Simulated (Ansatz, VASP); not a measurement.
## Cross-check of SnH (honeycomb Sn sheet capped with H on both sides) between VASP and Ansatz

One calculation is typed for both programs; each brings its own data sets. How far apart do they land? Of the first pair: The structure shown is the end of the Ansatz relaxation below.

Method: plane waves, with VASP 6.6.1 beside it; single point at PBE, in Ansatz 0.2.0.

**1. The structure**

The cell holds 4 atoms: 2 Sn and 2 H. Cell: a = 4.724 Å, b = 4.724 Å, c = 16.900 Å, α = 90.0°, β = 90.0°, γ = 120.0°. As first built, before any earlier steps moved the atoms (in the runner's words): own sheet built from covalent radii; start for a relaxation. Vacuum lies along c.

**2. Ansatz: relaxation, PBE**

Ansatz runs on its default PAW (the set named soft_2) files.

This run makes the geometry at which the two programs are then compared.

Input file input.yaml:

```yaml
crystal:
  lattice:
    - [4.7240448679, 0.0, 0.0]
    - [-2.3620224339, 4.0911428642, 0.0]
    - [0.0, 0.0, 16.9]
  atoms:
    - { symbol: Sn, position: [0.3333333333, 0.6666666667, 0.5241814112] }
    - { symbol: Sn, position: [0.6666666667, 0.3333333333, 0.4758185888] }
    - { symbol: H, position: [0.3333333333, 0.6666666667, 0.6269499389] }
    - { symbol: H, position: [0.6666666667, 0.3333333333, 0.3730500611] }
kpoints:
  mp_grid: { grid: [6, 6, 1] }
scf:
  occupations: { method: fermi_dirac, width: 0.05 }
  max_iter: 100
hamiltonian:
  xc: pbe
relax:
  adjacent_minimum: "off"
  f_tol: 0.01
  max_steps: 60
  cell: { fix: [c, alpha, beta] }
```

Run with:

```sh
$ ansatz run input.yaml --threads 4 --pin off --max-ram 10240MiB --backend cpu --events-out ev --progress --plain --runs-dir out
```

Numbers of over 12 decimals in the logs are rounded to 6 here.

Output:

```text
Engine: ansatz 0.2.0, aarch64-unknown-linux-gnu
Pseudopotentials: kind: paw
Pseudopotential: Sn, paw, valence charge 14, recommended cutoff 420 eV (normal), Sn.paw.azcp
Pseudopotential: H, paw, valence charge 1, recommended cutoff 420 eV (normal), H.paw.azcp
Functional definition: PBE
  parameter kappa = 0.804
  parameter beta = 0.066725
  exchange = pbe_x(kappa = kappa, mu = beta*pi^2/3)
  correlation = pbe_c(beta = beta)
Crystal: 4 atoms, lattice volume = 326.622 Å³
Basis set: ecut = 420 eV, 6315 PW (Γ), exchange–correlation on 64×64×240 points (8 copies of the dense FFT grid, shifted against one another)
Bands: 19, of which v1, the nominal top of the filled ones, is band 15 counted from 1 (14 counted from 0)
Symmetry: 12 space group operations
Space group: P-3m1 (ITA 164), of the structure as read, at distance tolerance 6.9e-5 Å
k-points: 7 of 36
Non-local potential: Sn, projectors of the file, l = 0: 2, l = 1: 2, l = 2: 2, l = 3: 2
Non-local potential: H, projectors of the file, l = 0: 2, l = 1: 1
PAW form: soft (Blöchl's): semilocal exchange-correlation on the pseudo side does not see the compensation charge
PAW one-centre angular grid: Sn, 590 points (default); XC on 64 Gauss nodes
PAW one-centre angular grid: H, 110 points (default); XC on 64 Gauss nodes
Initial density: superposition of atomic densities (neutral atoms: chi_scale 0, normalization atom), corrected by the library's trained network
Initial wavefunctions: pseudopotential atomic-orbital guess
Functional: x = pbe(κ = 0.804, μ = 0.219515), c = pbe(β = 0.066725)
SCF iter   1: F=—  HF=-12079.327040 eV  |F-HF|=—  |Δ(HF+E_count)|=         —  Δρ=1.06e-3  dr2=6.34e-3  ethr=1.77e-3  ⟨swp⟩=7.6  Hψ=796  notcnv=0
preconditioner: auto → Resta (q_TF=auto, 1.833 Å⁻¹)  ε∞=1.7  [insulator: Δε(μ)=0.424 eV  Ē_g=7.763 eV  σ=0.050 eV  W_gap=0.97  n_scr=38 (ndim 8)  ℏωp=6.5 eV  f_vac=0.687  D(μ)=0.04/eV (n_scr^D=0)  ε∞_Penn≈1.7  vacuum switching on, ρ_ref=4.4e-3 e/Å³]
SCF iter   2: F=—  HF=-12079.326948 eV  |F-HF|=—  |Δ(HF+E_count)|=   9.24e-5  Δρ=3.64e-4  dr2=6.60e-4  ethr=2.11e-5  ⟨swp⟩=2.9  Hψ=329  notcnv=0
SCF iter   3: F=—  HF=-12079.327229 eV  |F-HF|=—  |Δ(HF+E_count)|=   2.82e-4  Δρ=1.16e-4  dr2=6.23e-5  ethr=2.20e-6  ⟨swp⟩=2.7  Hψ=220  notcnv=0
SCF iter   4: F=—  HF=-12079.327335 eV  |F-HF|=—  |Δ(HF+E_count)|=   1.05e-4  Δρ=3.11e-5  dr2=4.66e-6  ethr=2.08e-7  ⟨swp⟩=3.0  Hψ=237  notcnv=0
SCF iter   5: F=—  HF=-12079.327336 eV  |F-HF|=—  |Δ(HF+E_count)|=   1.07e-6  Δρ=9.66e-6  dr2=3.16e-7  ethr=1.55e-8  ⟨swp⟩=2.1  Hψ=236  notcnv=0
SCF iter   6: F=-12079.327336 eV  HF=-12079.327336 eV  |F-HF|=9.91e-9  |Δ(HF+E_count)|=   5.12e-7  Δρ=1.45e-6  dr2=6.40e-9  ethr=3.33e-10  ⟨swp⟩=5.1  Hψ=501  notcnv=0
SCF 1 converged in 6 iterations: F = -12079.327336 eV  dr2 = 6.40e-9
  greatest PAW one-centre occupation: 0.990 electrons in one spin orbital (limit 2), on the Sn atom at site 1 (counted from 0), in its partial waves of l = 2
relax step   1: F+E_penalty+E_count = -12079.32733621 eV  Δ(F+E_penalty+E_count) = +0.000e0 eV  max|allowed force component| = 5.936e-3 eV/Å  Δτ_max = 0.0000 Å  P = -0.023 GPa  Ω = 326.622 Å³  fix = [c, alpha, beta]  reactions: c +0.011 GPa  (6 SCF iters, dr2 threshold 1.00e-7 eV, accepted)
Initial density: handed on by an earlier stage of this run
Initial wavefunctions: pseudopotential atomic-orbital guess (no wavefunctions were taken with the density)
iter 1 solved again at ethr=1.88e-7 eV; its pass at ethr=3.10e-3 eV (dr2=5.65e-5 eV) is discarded
SCF iter   1: F=—  HF=-12079.327309 eV  |F-HF|=—  |Δ(HF+E_count)|=         —  Δρ=1.73e-6  dr2=8.06e-9  ethr=1.88e-7  ⟨swp⟩=3.9  Hψ=1233  notcnv=0
eigensolver tolerance schedule: the retry pair's looser diagonalisation over-reported the residual by 7014.56 of it (diagonalisation noise at 0.74 of the residual, at the tolerance the schedule requests for it); recorded, not acted on — ethr = c·dr2/N_el stays at c = 1.0e-1
preconditioner: auto → Resta (q_TF=auto, 1.833 Å⁻¹)  ε∞=1.7  [insulator: Δε(μ)=0.408 eV  Ē_g=7.751 eV  σ=0.050 eV  W_gap=0.96  n_scr=38 (ndim 8)  ℏωp=6.5 eV  f_vac=0.684  D(μ)=0.05/eV (n_scr^D=0)  ε∞_Penn≈1.7  vacuum switching on, ρ_ref=4.4e-3 e/Å³]
SCF iter   2: F=—  HF=-12079.327336 eV  |F-HF|=—  |Δ(HF+E_count)|=   2.77e-5  Δρ=6.93e-7  dr2=1.56e-9  ethr=2.69e-11  ⟨swp⟩=3.6  Hψ=276  notcnv=0
SCF iter   3: F=—  HF=-12079.327336 eV  |F-HF|=—  |Δ(HF+E_count)|=   3.45e-9  Δρ=3.55e-7  dr2=4.71e-10  ethr=5.20e-12  ⟨swp⟩=2.1  Hψ=164  notcnv=0
SCF iter   4: F=-12079.327336 eV  HF=-12079.327336 eV  |F-HF|=7.28e-12  |Δ(HF+E_count)|=   1.44e-9  Δρ=6.03e-8  dr2=9.73e-12  ethr=1.00e-12  ⟨swp⟩=4.0  Hψ=554  notcnv=0
SCF 2 converged in 4 iterations: F = -12079.327336 eV  dr2 = 9.73e-12
relax step   2: F+E_penalty+E_count = -12079.32733621 eV  Δ(F+E_penalty+E_count) = -2.765e-9 eV  max|allowed force component| = 5.949e-3 eV/Å  Δτ_max = 0.0000 Å  P = -0.023 GPa  Ω = 326.622 Å³  fix = [c, alpha, beta]  reactions: c +0.011 GPa  stress off target by 3.97e-2 GPa on what of the cell is left free  SCF on the basis re-selected at this cell (its energy is not comparable with the rows above)  (4 SCF iters)
basis re-selected at this cell: Δ(F+E_penalty+E_count) = -2.765e-9 eV, ΔP = +0.000 GPa vs the last step (what re-selecting the basis moved, of the pressure what is left beyond the Pulay correction that the steps carried, after the strain that the cell walked since its last selection, with what the two solves' SCF thresholds leave and, on support functions, any second-order correction that the steps lacked; it is no m [...]
SCF converged after 4 iterations
Free energy (F): -12079.327336 eV
Harris-Foulkes:  -12079.327336 eV  (|F-HF|=7.28e-12)
Internal energy: -12079.326670 eV  (E = F + TS)
E sigma→0 (E₀):  -12079.327003 eV
Entropy (-TS):   -0.000667 eV (-0.167 meV/atom)
Fermi energy:    -2.093903 eV
--- Per-component energies (eV) ---
  E_band       = -526.510788
  E_kinetic    = 399.169468
  E_local      = -10490.212624  (includes V_loc(G=0)·N_el)
  E_nonlocal   = -60.575224
  E_hartree    = 5278.455726
  E_xc         = -779.684284
  E_vxc        = -211.219882  (∫ρ·V_xc dr)
  E_paw        = -8279.017747  (= ΣΔE_a)
  E_vpaw       = -720.581859  (= ΣTr[D̂ρ^β])
  E_aug_tail   = -0.002269  (compensation charges beyond the density's cutoff)
  E_ewald      = 1852.540284
  E_smearing   = -0.000667  (= −TS)
  E_closure    = 0.000000  (closes the sum)
  Σ components = -12079.327336   (vs F -12079.327336, Δ=0.00e0)
--- Forces (eV/Å), atoms counted from 1 ---
  atom   1  Sn     0.00000000    -0.00000000    -0.00227159
  atom   2  Sn    -0.00000000     0.00000000     0.00227159
  atom   3  H      0.00000000     0.00000000     0.00594878
  atom   4  H     -0.00000000    -0.00000000    -0.00594878
  max |Σ_I F_I| component: 1.85e-17 eV/Å
--- Stress (GPa, compression-positive) ---
       -0.039742      -0.000000       0.000000
        0.000000      -0.039742      -0.000000
        0.000000      -0.000000       0.011331
  P = ⅓ Tr σ = -0.0227 GPa (-0.227 kbar)
--- Relaxed structure (1 steps of the walk, 1 accepted, 1 SCFs on fresh bases) ---
  F+E_penalty+E_count = -12079.32733621 eV   max|allowed force component| = 5.949e-3 eV/Å   (the final SCF, on the basis selected at the relaxed cell)
  cell:  # Å, volume = 326.6219 Å³
    - [4.724045, -2.8867504359340906e-11, 0.0]
    - [-2.362022, 4.091143, 0.0]
    - [0.0, 0.0, 16.9]
  atoms:
    - { symbol: Sn, position: [0.333333, 0.666667, 0.524181] }
    - { symbol: Sn, position: [0.666667, 0.333333, 0.475819] }
    - { symbol: H, position: [0.333333, 0.666667, 0.626950] }
    - { symbol: H, position: [0.666667, 0.333333, 0.373050] }
```

**3. VASP: single point, PBE, relaxed cell, pair 1**

The same cell, functional, mesh and smearing now go to VASP, with its own data sets.

Lines of VASP's logs that name or quote its potential files are left out, and so is its time.

Input file INCAR:

```
SYSTEM = SnH
PREC = Accurate
ENCUT = 500
EDIFF = 1E-06
NELM = 120
ISMEAR = -1
SIGMA = 0.05
LREAL = .FALSE.
ALGO = Normal
GGA = PE
NBANDS = 21
LORBIT = 11
LWAVE = .FALSE.
LCHARG = .FALSE.
ISIF = 2
LASPH = .TRUE.
GGA_COMPAT = .FALSE.
EFERMI = MIDGAP
```

Input file POSCAR:

```
SnH
1.0
    4.7240448679      0.0000000000      0.0000000000
   -2.3620224339      4.0911428642      0.0000000000
    0.0000000000      0.0000000000     16.9000000000
Sn H
2 2
Direct
    0.3333333333      0.6666666667      0.5241814112
    0.6666666667      0.3333333333      0.4758185888
    0.3333333333      0.6666666667      0.6269499389
    0.6666666667      0.3333333333      0.3730500611
```

Input file KPOINTS:

```
Automatic mesh
0
Gamma
6 6 1
0 0 0
```

Potentials, in the order of the species: Sn_d and H (PBE family, release 64).

Run with:

```sh
$ mpirun -np 1 vasp_std
```

Output:

```text
[banner, memory and clock lines left out]
running    1 mpi-ranks, on    1 nodes
 distrk:  each k-point on    1 cores,    1 groups
 distr:  one band on    1 cores,    1 groups

 POSCAR found type information on POSCAR SnH
 POSCAR found :  2 types and       4 ions
 LDA part: xc-table for (Slater+PW92), standard interpolation
 POSCAR, INCAR and KPOINTS ok, starting setup
 FFT: planning ... GRIDC
 FFT: planning ... GRID_SOFT
 FFT: planning ... GRID
 WAVECAR not read
 entering main loop
       N       E                     dE             d eps       ncg     rms          rms(c)
DAV:   1     0.185010439348E+03    0.18501E+03   -0.13562E+04   358   0.114E+03
DAV:   2     0.226975018189E+01   -0.18274E+03   -0.17780E+03   340   0.271E+02
DAV:   3    -0.136811966736E+02   -0.15951E+02   -0.15882E+02   375   0.104E+02
DAV:   4    -0.142203000897E+02   -0.53910E+00   -0.53875E+00   337   0.220E+01
DAV:   5    -0.142459973382E+02   -0.25697E-01   -0.25697E-01   451   0.442E+00    0.532E+00
DAV:   6    -0.137590625321E+02    0.48693E+00   -0.33848E-01   380   0.489E+00    0.290E+00
DAV:   7    -0.136240040702E+02    0.13506E+00   -0.69679E-01   356   0.463E+00    0.631E-01
DAV:   8    -0.136231492794E+02    0.85479E-03   -0.11783E-01   366   0.277E+00    0.289E-01
DAV:   9    -0.136209924368E+02    0.21568E-02   -0.11555E-02   368   0.764E-01    0.106E-01
DAV:  10    -0.136209010261E+02    0.91411E-04   -0.36055E-03   406   0.349E-01    0.798E-02
DAV:  11    -0.136205809085E+02    0.32012E-03   -0.10776E-03   368   0.257E-01    0.473E-02
DAV:  12    -0.136206377645E+02   -0.56856E-04   -0.19130E-04   329   0.108E-01    0.332E-02
DAV:  13    -0.136207432015E+02   -0.10544E-03   -0.29046E-04   314   0.926E-02    0.242E-02
DAV:  14    -0.136207826813E+02   -0.39480E-04   -0.41971E-05   342   0.467E-02    0.198E-02
DAV:  15    -0.136208913252E+02   -0.10864E-03   -0.39080E-05   332   0.328E-02    0.786E-03
DAV:  16    -0.136209149681E+02   -0.23643E-04   -0.17945E-05   333   0.215E-02    0.712E-03
DAV:  17    -0.136210171046E+02   -0.10214E-03   -0.81273E-06   278   0.132E-02    0.249E-03
DAV:  18    -0.136210380008E+02   -0.20896E-04   -0.15909E-06   291   0.633E-03    0.193E-03
DAV:  19    -0.136210719866E+02   -0.33986E-04   -0.23170E-06   248   0.529E-03    0.836E-04
DAV:  20    -0.136210747365E+02   -0.27499E-05   -0.10343E-07   291   0.230E-03    0.562E-04
DAV:  21    -0.136210767021E+02   -0.19656E-05   -0.71342E-08   245   0.102E-03    0.240E-04
DAV:  22    -0.136210774225E+02   -0.72036E-06   -0.22030E-08   229   0.635E-04
   1 F= -.13621077E+02 E0= -.13620738E+02  d E =-.679238E-03
```

Parts of OUTCAR (step 3):

```text
ion  position               nearest neighbor table
   1  0.333  0.667  0.524-   3 1.74   2 2.85   2 2.85   2 2.85
   2  0.667  0.333  0.476-   4 1.74   1 2.85   1 2.85   1 2.85
   3  0.333  0.667  0.627-   1 1.74
   4  0.667  0.333  0.373-   2 1.74

  LATTYP: Found a hexagonal cell.
 ALAT       =     4.7240448679
 C/A-ratio  =     3.5774427366

 Subroutine GETGRP returns: Found 12 space group operations
 (whereof 12 operations were pure point group operations)

The static configuration has the point symmetry D_3d.

 Found      7 irreducible k-points:

   k-points           NKPTS =      7   k-points in BZ     NKDIM =      7   number of bands    NBANDS=     21

   dimension x,y,z NGX =    36 NGY =   36 NGZ =  126
   dimension x,y,z NGXF=    72 NGYF=   72 NGZF=  252

   ENCUT  =  500.0 eV  36.75 Ry    6.06 a.u.   8.61  8.61 30.81*2*pi/ulx,y,z

   NELECT =      30.0000    total number of electrons

 k-points in reciprocal lattice and weights: Automatic mesh
   0.00000000  0.00000000  0.00000000       0.028
   0.16666667 -0.00000000  0.00000000       0.167
   0.33333333 -0.00000000  0.00000000       0.167
   0.50000000 -0.00000000  0.00000000       0.083
   0.16666667  0.16666667  0.00000000       0.167
   0.33333333  0.16666667  0.00000000       0.333
   0.33333333  0.33333333  0.00000000       0.056

 average (electrostatic) potential at core
       1-109.2240       2-109.2240       3 -38.9198       4 -38.9198

 E-fermi :  -2.5686

 k-point     1 :       0.0000    0.0000    0.0000
  band No.  band energies     occupation
    ...
     11     -11.9556      2.00000
     12      -8.0479      2.00000
     13      -4.9017      2.00000
     14      -2.7889      1.97590
     15      -2.7889      1.97590
     16      -2.3836      0.04826
     17       0.6430      0.00000
     18       0.6430      0.00000
     19       0.8448      0.00000
     20       1.5496      0.00000
    ...

 k-point     2 :       0.1667   -0.0000    0.0000
  band No.  band energies     occupation
    ...
     11     -11.7427      2.00000
     12      -8.1560      2.00000
     13      -4.9496      2.00000
     14      -4.4371      2.00000
     15      -3.1831      1.99999
     16      -1.0295      0.00000
     17       0.6898      0.00000
     18       0.9684      0.00000
     19       1.3627      0.00000
     20       1.8461      0.00000
    ...

 k-point     3 :       0.3333   -0.0000    0.0000
  band No.  band energies     occupation
    ...
     11     -11.1491      2.00000
     12      -8.6994      2.00000
     13      -5.4961      2.00000
     14      -5.0592      2.00000
     15      -3.7430      2.00000
     16      -1.0849      0.00000
     17       0.9441      0.00000
     18       1.3454      0.00000
     19       2.4874      0.00000
     20       2.5530      0.00000
    ...

  Total       -0.1331953     -0.1331953     -0.0807372     -0.0000000      0.0000000      0.0000000
  in kB       -0.6533623     -0.6533623     -0.3960401     -0.0000000      0.0000000      0.0000000
  external PRESSURE =      -0.5675882 kB  Pullay stress =       0.0000000 kB

  energy-cutoff  :      500.00
  volume of cell :      326.62
      direct lattice vectors                 reciprocal lattice vectors
     4.724044868  0.000000000  0.000000000     0.211683002  0.122215238  0.000000000
    -2.362022434  4.091142864  0.000000000     0.000000000  0.244430477  0.000000000
     0.000000000  0.000000000 16.900000000     0.000000000  0.000000000  0.059171598

 POSITION                                       TOTAL-FORCE (eV/Angst)
 -----------------------------------------------------------------------------------
     -0.00000      2.72743      8.85867         0.000000      0.000000      0.014266
      2.36202      1.36371      8.04133        -0.000000      0.000000     -0.014266
     -0.00000      2.72743     10.59545        -0.000000      0.000000     -0.009954
      2.36202      1.36371      6.30455         0.000000     -0.000000      0.009954
 -----------------------------------------------------------------------------------
    total drift:                                0.000000      0.000000      0.000000

  FREE ENERGIE OF THE ION-ELECTRON SYSTEM (eV)
  ---------------------------------------------------
  free  energy   TOTEN  =       -13.6210774225 eV

  energy  without entropy=      -13.6203981847  energy(sigma->0) =      -13.62073780

 total charge
# of ion       s       p       d       tot
------------------------------------------
    1        1.125   1.264   9.978  12.368
    2        1.125   1.264   9.978  12.368
    3        0.514   0.009   0.000   0.523
    4        0.514   0.009   0.000   0.523
--------------------------------------------------
tot          3.279   2.546  19.957  25.782

[... 3 further parts left out ...]
```

**4. Comparison**

Known differences besides the potentials themselves: the cutoff is 420 eV in Ansatz and 500 eV in VASP; Ansatz's pressure holds a Pulay correction, VASP's none. Total energies have different zeros and are not compared.

The two programs side by side:

| quantity | Ansatz | VASP | difference |
| --- | --- | --- | --- |
| pressure (GPa) | -0.02 | -0.06 | +0.03 |
| gap on the k mesh (eV) | 0.408 | 0.405 | +0.002 |

At this near-relaxed geometry the largest component of a force difference is 17 meV/Å. A gap on the mesh is an upper bound, since the band edges may lie between its points. With vacuum in the cell, a pressure given here is an average over mostly empty space and none of the material.

(Continued in part 2 of 2.)

[Lines on the potential files, build, host, timing and source positions are cut from VASP's logs without a mark.]

[Logs are printed without paths, hosts, clocks, repeated set-up lines and the standing remarks that a program may print on its own settings, such as how far it seeks lower states.]

[Hosts, paths, dates, database ids (printed as entryN), source tags and the programs' standing remarks are cut or masked in the printed files.]
